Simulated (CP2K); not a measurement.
GaN:

```
Ga N
1.0
     3.01968    0.00000    0.00000
     1.50984    2.61512    0.00000
     1.50984    0.87171    2.46556
Ga N
1 1
Direct
  0.00000 0.00000 0.00000
  0.50000 0.50000 0.50000
```

Measurements of this composition are mostly on another form, of space group No. 186.

Base run:

| Property | Result |
| --- | --- |
| Program | CP2K 2026.2 |
| Functional | PBEsol |
| Potentials or basis | POTENTIAL_UZH Ga GTH-PBE-q13, N GTH-PBE-q5; TZVP-MOLOPT-PBE-GTH basis |
| Density cutoff | 6123 eV |
| k mesh | 11 × 11 × 11 |
| Occupations | gaussian, width 0.1 eV |
| Spin | no spin polarisation |

Its results: band gap on the k mesh 0.32 eV, indirect (least direct gap 2.32 eV); pressure -4.0 GPa.

Task: The run is repeated on the same cell with these changes: functional from PBEsol to PBE; occupations from gaussian, width 0.1 eV to gaussian, width 0.05 eV. What comes out?

Result: Band gap on the k mesh 0.47 eV, indirect (least direct gap 2.37 eV); pressure 2.3 GPa.

Caveats: an odd mesh through Γ misses points on the zone boundary, where band edges often lie; the basis of atomic orbitals isn't converged, which shifts pressures, moduli and gaps; the potentials were made for another functional, which shifts forces and pressure (some runs); the real-space grid breaks the cell's symmetry a little (some runs).
